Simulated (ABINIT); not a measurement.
# Hf in ABINIT: convergence with smearing width

The system is Hf.

```xyz
2
Lattice="3.1967 0.0000 0.0000 -1.5983 2.7684 0.0000 0.0000 0.0000 5.0578" Properties=species:S:1:pos:R:3 pbc="T T T"
Hf    1.5984    0.9228    3.7934
Hf    0.0000    1.8456    1.2645
```

| Property | Result |
| --- | --- |
| Program | ABINIT 10.8.3 (patched build) |
| Task | single point |
| Functional | PBE |
| Potentials or basis | PseudoDojo NC SR PBE v0.5 stringent |
| Cutoff | 1796 eV |
| k mesh | 6 × 6 × 3 |
| Occupations | methfessel-paxton, width 0.272 eV |
| Spin | no spin polarisation |

These are the settings of the first run; the series varies smearing width, with any setting tied to it.

Hardware: 1 thread of Arm Neoverse V2, with other jobs on the host.

```tsv
smearing width	energy less the tightest run (meV/atom)	pressure (GPa)	SCF cycles	CPU time (s)	peak memory (GiB)
0.272 eV	-4.11	1.15	19	190	0.15
0.2 eV	-3.57	1.24	20	200	0.15
0.136 eV	-2.68	1.37	19	200	0.15
0.1 eV	-2.03	1.38	19	200	0.15
0.05 eV	-0.96	1.39	21	210	0.15
0.025 eV	-0.40	1.38	20	200	0.15
0.01 eV	0.00	1.38	20	220	0.15
```

Against the tightest run, the energy stays within 1 meV/atom from 0.05 eV on; the pressure stays within 0.1 GPa from 0.136 eV on. Narrower smearing needs a denser k mesh, so at a fixed mesh the narrowest width isn't the most accurate. The tightest run that finished is the yardstick and may itself not be fully converged.

Caveat, for the tightest run too: the k mesh is coarse (spacing up to 0.41 Å⁻¹), so the values aren't converged. Spin-orbit coupling is left out, which matters for the levels of Hf.
